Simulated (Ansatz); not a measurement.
MgS built on the NiAs prototype, relaxed with r2SCAN, was run in Ansatz under altered settings. All numbers are computed, without spin polarisation but where a row says otherwise.

```yaml
crystal:
  lattice:
    - [3.64543, 0.00000, 0.00000]
    - [-1.82272, 3.15704, 0.00000]
    - [0.00000, 0.00000, 6.14736]
  atoms:
    - { symbol: Mg, position: [0.00000, 0.00000, 0.00000] }
    - { symbol: Mg, position: [0.00000, 0.00000, 0.50000] }
    - { symbol: S, position: [0.33333, 0.66667, 0.25000] }
    - { symbol: S, position: [0.66667, 0.33333, 0.75000] }
```

The base run's other keys:
```yaml
kpoints:
  mp_grid: { grid: [6, 6, 2] }
hamiltonian:
  xc: hse06
scf:
  occupations: { method: fixed }
  n_extra_bands: 5
```

It takes 12 iterations with 1353 plane waves at 420 eV and 14 k points, and leaves a mean stress of -0.36 GPa. The gap over this mesh is 4.464 eV. It ran on 4 threads of Intel(R) Xeon(R) Platinum 8259CL CPU @ 2.50GHz (Skylake/Cascade Lake), with other jobs on the host.

Outcomes, with energy and stress as changes against the base:
```
                                 setting    outcome  ΔF (meV/atom)  Δ mean stress (GPa)  gap on the mesh (eV)  iterations  wall time
PBE hybrid, exx coeff 1.0, omega 0.5 1/Å  converged              –                 -2.7                 5.554          17       16 s
       scf.exx.singularity: wigner_seitz  converged            0.0                  0.0                 4.464          12       12 s
                     scf.mixing.ndim: 30  converged            0.0                  0.0                 4.464          12       12 s
```
A dash marks a value that wasn't obtained or can't be compared. Stress is positive in compression. The base took 11 s. The base's mesh is coarse for a hybrid, so its own values aren't converged.

- PBE hybrid, exx coeff 1.0, omega 0.5 1/Å. That is 100 % exact exchange, screened with ω = 0.5 1/Å, against HSE06's 25 % screened at 0.208 1/Å. The mean stress moves by -2.7 GPa and the gap on the mesh by +1.090 eV (to 5.554). Totals of different functionals aren't comparable.

Within 1 meV an atom, 0.1 GPa and 0.005 eV of the base stay: scf.exx.singularity: wigner_seitz; scf.mixing.ndim: 30.

The stress of a hybrid is loosely converged in these runs.

The meshes of the hybrids are coarse, so their gaps aren't converged to the digits shown.
